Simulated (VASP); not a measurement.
# CuI (Marshite) (F-43m) in VASP: notebook, part 2 of 2

VASP 6.6.1. Earlier steps stand in the parts before.

## (5) Band structure, PBE0

The input, POSCAR:

```
CuI                                     
1.0
    0.0000000000      2.9729983385      2.9729983385
    2.9729983385      0.0000000000      2.9729983385
    2.9729983385      2.9729983385      0.0000000000
  Cu              I             
     1     1
Direct
     0.2500000000000000    0.2500000000000000    0.2500000000000000
     0.0000000000000000    0.0000000000000000    0.0000000000000000
```

The input, INCAR.step1:

```
PREC = Accurate
ENCUT = 520
EDIFF = 1E-5
ISMEAR = 0
SIGMA = 0.03
LREAL = False
LASPH = True
NELM = 80
ALGO = Normal
ISIF = 2
LWAVE = True
LCHARG = False
LMAXMIX = 4
NBANDS = 16
KPAR = 4
GGA = PE
```

The input, INCAR.step2:

```
PREC = Accurate
ENCUT = 520
EDIFF = 1E-7
ISMEAR = 0
SIGMA = 0.03
LREAL = False
LASPH = True
NELM = 80
ALGO = Normal
ISIF = 2
LWAVE = False
LCHARG = False
LMAXMIX = 4
GGA = PE
LHFCALC = True
AEXX = 0.25
PRECFOCK = Fast
HFRCUT = -1
NBANDS = 16
KPAR = 4
ISTART = 1
```

The input, KPOINTS:

```
Automatic mesh
0
Gamma
  6 6 6
```

The input, KPOINTS_OPT:

```
explicit points
6
Reciprocal
 0.0000000000  0.0000000000  0.0000000000 1
 0.3750000000  0.3750000000  0.7500000000 1
 0.5000000000  0.5000000000  0.5000000000 1
 0.6250000000  0.2500000000  0.6250000000 1
 0.5000000000  0.2500000000  0.7500000000 1
 0.5000000000  0.0000000000  0.5000000000 1
```

Potentials or basis: VASP PAW PBE potentials, release 64 (Cu, I).

Started as:

```console
cat potpaw_PBE.64/Cu/POTCAR potpaw_PBE.64/I/POTCAR > POTCAR
cp INCAR.step1 INCAR
mpirun -np 4 vasp_std > vasp.out
cp INCAR.step2 INCAR
mpirun -np 4 vasp_std > vasp.out
```

OUTCAR:

```text
PREC = Accurate
   ENCUT = 520
   EDIFF = 1E-7
   ISMEAR = 0
   LREAL = False
   LASPH = True
   NELM = 80
   ISIF = 2
   GGA = PE
   LHFCALC = True
   AEXX = 0.25
   PRECFOCK = Fast
   ISTART = 1

 ion  position               nearest neighbor table
   1  0.250  0.250  0.250-   2 2.57   2 2.57   2 2.57   2 2.57
   2  0.000  0.000  0.000-   1 2.57   1 2.57   1 2.57   1 2.57

  LATTYP: Found a face centered cubic cell.
 ALAT       =     5.9459966770

  Lattice vectors:

 A1 = (   0.0000000000,   2.9729983385,   2.9729983385)
 A2 = (   2.9729983385,   0.0000000000,   2.9729983385)
 A3 = (   2.9729983385,   2.9729983385,   0.0000000000)

Analysis of symmetry for initial positions (statically):
=====================================================================
 Subroutine PRICEL returns:
 Original cell was already a primitive cell.

 Routine SETGRP: Setting up the symmetry group for a
 face centered cubic supercell.

 Subroutine GETGRP returns: Found 24 space group operations
 (whereof 24 operations were pure point group operations)
 out of a pool of 48 trial point group operations.

The static configuration has the point symmetry T_d .

Analysis of symmetry for dynamics (positions and initial velocities):
=====================================================================
 Subroutine PRICEL returns:
 Original cell was already a primitive cell.

 Routine SETGRP: Setting up the symmetry group for a
 face centered cubic supercell.

 Subroutine GETGRP returns: Found 24 space group operations
 (whereof 24 operations were pure point group operations)
 out of a pool of 48 trial point group operations.

The dynamic configuration has the point symmetry T_d .

 Subroutine INISYM returns: Found 24 space group operations
 (whereof 24 operations are pure point group operations),
 and found     1 'primitive' translations

----------------------------------------------------------------------------------------

                                     Primitive cell

  volume of cell :      52.5550

  direct lattice vectors                    reciprocal lattice vectors
     0.000000000  2.972998339  2.972998339    -0.168180383  0.168180383  0.168180383
     2.972998339  0.000000000  2.972998339     0.168180383 -0.168180383  0.168180383
     2.972998339  2.972998339  0.000000000     0.168180383  0.168180383 -0.168180383

  length of vectors
     4.204454571  4.204454571  4.204454571     0.291296969  0.291296969  0.291296969

  position of ions in fractional coordinates (direct lattice)
     0.250000000  0.250000000  0.250000000
     0.000000000  0.000000000  0.000000000

  ion indices of the primitive-cell ions
   primitive index   ion index
                 1           1
                 2           2

----------------------------------------------------------------------------------------

 KPOINTS: Automatic mesh

Automatic generation of k-mesh.
 Grid dimensions read from file:
 generate k-points for:    6    6    6
[... 22 lines left out ...]
  0.166667  0.000000  0.000000      8.000000
  0.333333  0.000000  0.000000      8.000000
  0.500000  0.000000  0.000000      4.000000
  0.166667  0.166667  0.000000      6.000000
  0.333333  0.166667  0.000000     24.000000
[... 8 lines left out ...]
 -0.333333  0.333333  0.166667     24.000000
 -0.333333  0.500000  0.166667     12.000000
   k-points           NKPTS =     16   k-points in BZ     NKDIM =    216   number of bands    NBANDS=     16
   number of dos      NEDOS =    301   number of ions     NIONS =      2
   total plane-waves  NPLWV =  32768
   dimension x,y,z NGX =    32 NGY =   32 NGZ =   32
   dimension x,y,z NGXF=    64 NGYF=   64 NGZF=   64
   ions per type =               1   1
   NGX,Y,Z   is equivalent  to a cutoff of  12.65, 12.65, 12.65 a.u.
   NGXF,Y,Z  is equivalent  to a cutoff of  25.31, 25.31, 25.31 a.u.
 SYSTEM =  unknown system
   PREC   = accura    normal or accurate (medium, high low for compatibility)
   ISTART =      1    job   : 0-new  1-cont  2-samecut
   ICHARG =      0    charge: 1-file 2-atom 10-const
   ISPIN  =      1    spin polarized calculation?
   LNONCOLLINEAR =      F non collinear calculations
   LSORBIT =      F    spin-orbit coupling
   LASPH  =      T    aspherical Exc in radial PAW
   ENCUT  =  520.0 eV  38.22 Ry    6.18 a.u.   7.82  7.82  7.82*2*pi/ulx,y,z
   NELM   =     80;   NELMIN=  2; NELMDL=  0     # of ELM steps
   EDIFF  = 0.1E-06   stopping-criterion for ELM
   LREAL  =      F    real-space projection
   EDIFFG = 0.1E-05   stopping-criterion for IOM
   NSW    =      0    number of steps for IOM
   IBRION =     -1    ionic relax: 0-MD 1-quasi-New 2-CG
   NFREE  =      0    steps in history (QN), initial steepest desc. (CG)
   ISIF   =      2    stress and relaxation
   ISYM   =      3    0-nonsym 1-usesym 2-fastsym
   POTIM  = 0.5000    time-step for ionic-motion
   TEBEG  =    0.0;   TEEND  =   0.0 temperature during run
   PSTRESS=    0.0 pullay stress
   NELECT =      18.0000    total number of electrons
   NUPDOWN=      -1.0000    fix difference up-down
   EMIN   =  10.00;   EMAX   =-10.00  energy-range for DOS
   EFERMI =   0.00;   METHOD = LEGACY
   ISMEAR =     0;   SIGMA  =   0.03  broadening in eV -4-tet -1-fermi 0-gaus
   EFERMI_NEDOS =   21; number of points for ismear=-14 and -15
   IALGO  =     38    algorithm
   IMIX   =      1    mixing-type and parameters
     AMIX     =   0.40;   BMIX     =  1.00
     AMIX_MAG =   1.60;   BMIX_MAG =  1.00
  volume/ion in A,a.u.               =      26.28       177.33
  Fermi-wavevector in a.u.,A,eV,Ry     =   1.145410  2.164511 17.850357  1.311964
  Thomas-Fermi vector in A             =   2.282099
   LORBIT       =      0    0 simple, 1 ext, 2 COOP (PROOUT), +10 PAW based schemes
   GGA     = PE    functional components
   LHFCALC =     T    Hartree Fock is set to
   PRECFOCK=fast      Normal, Fast or Accurate (Low or Medium for compatibility)
   ENCUT4O =  -1.0   cutoff for four orbital integrals eV
   NKREDX  =     1    reduce k-point grid by
   NKREDY  =     1    reduce k-point grid by
   NKREDZ  =     1    reduce k-point grid by
   AEXX    =    0.2500 exact exchange contribution
   HFSCREEN=    0.0000 screening length (either q_TF or 0.3 A-1)
   HFSCREENC=   0.0000 screening length for correlation (either q_TF or 0.3 A-1)
   ENCUTFOCK=  -1.0 apply spherical cutoff to Coloumb kernel
   IVDW    =     0    specifies the selected vdW correction
   LEPSILON=     F    determine dielectric tensor
   LRPA    =     F    only Hartree local field effects (RPA)
 non-spin polarized calculation
 Gauss-broadening in eV      SIGMA  =   0.03
  energy-cutoff  :      520.00
  volume of cell :       52.55
 maximum number of plane-waves:      1430
  NGX = 18; NGY = 18; NGZ = 18

 number of electron      17.9999995 magnetization

 Free energy of the ion-electron system (eV)
  ---------------------------------------------------
  ext. energy  EPLUGINS =         0.00000000
  ---------------------------------------------------
  free energy    TOTEN  =        -6.96012927 eV

  energy without entropy =       -6.96012927  energy(sigma->0) =       -6.96012927

 E-fermi :   4.0054     XC(G=0):  -7.2572

 val. band max:        3.8013170589   @ k =   0.0000   0.0000   0.0000
 cond. band min:       7.1743109573   @ k =   0.0000   0.0000   0.0000
 fundamental gap:      3.3729938984
 Fermi energy:         4.0053604183

 k-point     1 :       0.0000    0.0000    0.0000
  band No.  band energies     occupation
      1     -11.3863      2.00000
      2      -0.5739      2.00000
      3      -0.5739      2.00000
      4      -0.5739      2.00000
      5       0.9726      2.00000
      6       0.9726      2.00000
[... 281 lines left out ...]
      3      -0.8950      2.00000
      4      -0.3450      2.00000
      5       0.9282      2.00000
      6       1.0138      2.00000
[... 8 lines left out ...]
     15      18.0275      0.00000
     16      18.4848      0.00000

------------------------ aborting loop because EDIFF is reached ----------------------------------------

  FORCE on cell =-STRESS in cart. coord.  units (eV):
  Direction    XX          YY          ZZ          XY          YZ          ZX
  --------------------------------------------------------------------------------------
  -------------------------------------------------------------------------------------
  Total        0.9947753      0.9947753      0.9947753      0.0000000      0.0000000      0.0000000
  in kB       30.3264499     30.3264499     30.3264499      0.0000000      0.0000000      0.0000000
  external PRESSURE =      30.3264499 kB  Pullay stress =       0.0000000 kB

 VOLUME and BASIS-vectors are now :
 -----------------------------------------------------------------------------
  energy-cutoff  :      520.00
  volume of cell :       52.55
      direct lattice vectors                 reciprocal lattice vectors
     0.000000000  2.972998339  2.972998339    -0.168180383  0.168180383  0.168180383
     2.972998339  0.000000000  2.972998339     0.168180383 -0.168180383  0.168180383
     2.972998339  2.972998339  0.000000000     0.168180383  0.168180383 -0.168180383

 POSITION                                       TOTAL-FORCE (eV/Angst)
 -----------------------------------------------------------------------------------
      1.48650      1.48650      1.48650         0.000000      0.000000      0.000000
      0.00000      0.00000      0.00000        -0.000000     -0.000000     -0.000000
 -----------------------------------------------------------------------------------
    total drift:                                0.000014      0.000005      0.000008

  FREE ENERGIE OF THE ION-ELECTRON SYSTEM (eV)
  ---------------------------------------------------
  free  energy   TOTEN  =        -6.9601292693 eV

  energy  without entropy=       -6.9601292693  energy(sigma->0) =       -6.96012927
```

It took 6.3 min on 4 MPI ranks of Intel Xeon 6975P-C (Granite Rapids), shared host; peak memory 0.21 GiB.

What came out:

| Property | Result |
| --- | --- |
| Free energy | -6.9601 eV |
| Pressure | 3.0 GPa |
| Band gap on the k mesh | 3.37 eV, direct |
| Band gap along the path | 3.37 eV, direct |

Caveat: the PAW data sets were made with another functional, which shifts forces and pressure a little; spin-orbit coupling is left out, which moves the levels of the heavy elements.

## (6) Band structure, PBE-EpsX

POSCAR is that of step 5.

The input, INCAR.step1:

```
PREC = Accurate
ENCUT = 520
EDIFF = 1E-8
ISMEAR = 0
SIGMA = 0.03
LREAL = False
LASPH = True
NELM = 80
ALGO = Normal
ISIF = 2
LWAVE = False
LCHARG = False
LMAXMIX = 4
KPAR = 4
GGA = PE
LEPSILON = True
```

The input, KPOINTS.step1:

```
Automatic mesh
0
G
  8 8 8
  0 0 0
```

The input, INCAR.step2:

```
PREC = Accurate
ENCUT = 520
EDIFF = 1E-5
ISMEAR = 0
SIGMA = 0.03
LREAL = False
LASPH = True
NELM = 80
ALGO = Normal
ISIF = 2
LWAVE = True
LCHARG = False
LMAXMIX = 4
NBANDS = 16
KPAR = 4
GGA = PE
```

The input, KPOINTS.step2:

```
Automatic mesh
0
Gamma
  6 6 6
```

The input, INCAR.step3:

```
PREC = Accurate
ENCUT = 520
EDIFF = 1E-7
ISMEAR = 0
SIGMA = 0.03
LREAL = False
LASPH = True
NELM = 80
ALGO = Normal
ISIF = 2
LWAVE = False
LCHARG = False
LMAXMIX = 4
GGA = PE
LHFCALC = True
AEXX = 0.1508
PRECFOCK = Fast
HFRCUT = -1
NBANDS = 16
KPAR = 4
ISTART = 1
```

The input, KPOINTS.step3:

```
Automatic mesh
0
Gamma
  6 6 6
```

KPOINTS_OPT is that of step 5.

Potentials or basis: VASP PAW PBE potentials, release 64 (Cu, I).

Started as:

```console
cat potpaw_PBE.64/Cu/POTCAR potpaw_PBE.64/I/POTCAR > POTCAR
cp INCAR.step1 INCAR
cp KPOINTS.step1 KPOINTS
mpirun -np 4 vasp_std > vasp.out
cp INCAR.step2 INCAR
cp KPOINTS.step2 KPOINTS
mpirun -np 4 vasp_std > vasp.out
cp INCAR.step3 INCAR
cp KPOINTS.step3 KPOINTS
mpirun -np 4 vasp_std > vasp.out
```

Run time: 7 min. Hardware: 4 MPI ranks of Intel Xeon 6975P-C (Granite Rapids), shared host; peak memory 0.33 GiB.

Results (log left out):

```
Free energy             : -6.3597 eV
Pressure                : 3.0 GPa
Band gap on the k mesh  : 2.54 eV, direct
Band gap along the path : 2.54 eV, direct
```

Levels at points of the mesh, in eV from the valence-band top:
| k point | band 7 | band 8 | band 9 | band 10 | band 11 | band 12 |
| --- | --- | --- | --- | --- | --- | --- |
| (0.00, 0.00, 0.00) | 0.00 | 0.00 | 0.00 | 2.54 | 6.07 | 6.07 |
| (0.50, 0.00, 0.00) | -2.44 | -0.90 | -0.90 | 3.45 | 6.62 | 6.62 |
| (0.50, 0.50, 0.00) | -2.37 | -2.02 | -2.02 | 3.68 | 4.07 | 11.06 |

Caveat: the PAW data sets were made with another functional, which shifts forces and pressure a little; spin-orbit coupling is left out, which moves the levels of the heavy elements.

## (7) Summary

| level | exchange at q = 0 | screening parameter | share of exact exchange | gap on the mesh (eV) | pressure (GPa) |
| --- | --- | --- | --- | --- | --- |
| PBE0 | truncated | - | - | 3.37 | 3.0 |
| PBE | - | - | - | 1.31 | 3.2 |
| HSE06 | - | 0.2 1/A | - | 2.72 | 3.2 |
| PBE-EpsX | truncated | - | 0.1508 | 2.54 | 3.0 |

Alike in all rows: task band structure; potentials or basis VASP PAW PBE potentials, release 64 (Cu, I); no spin polarisation; cell as given; k mesh 6 × 6 × 6; cutoff (eV) 520; smearing gaussian 0.03 eV.

On the cell as given the gap runs from 1.31 eV (PBE) to 3.37 eV (PBE0).

Caveats: spin-orbit coupling is left out, which moves the levels of the heavy elements; the PAW data sets were made with another functional, which shifts forces and pressure a little (some runs).

Total energies depend on the potentials used, so only differences within one code and one set of settings carry meaning.
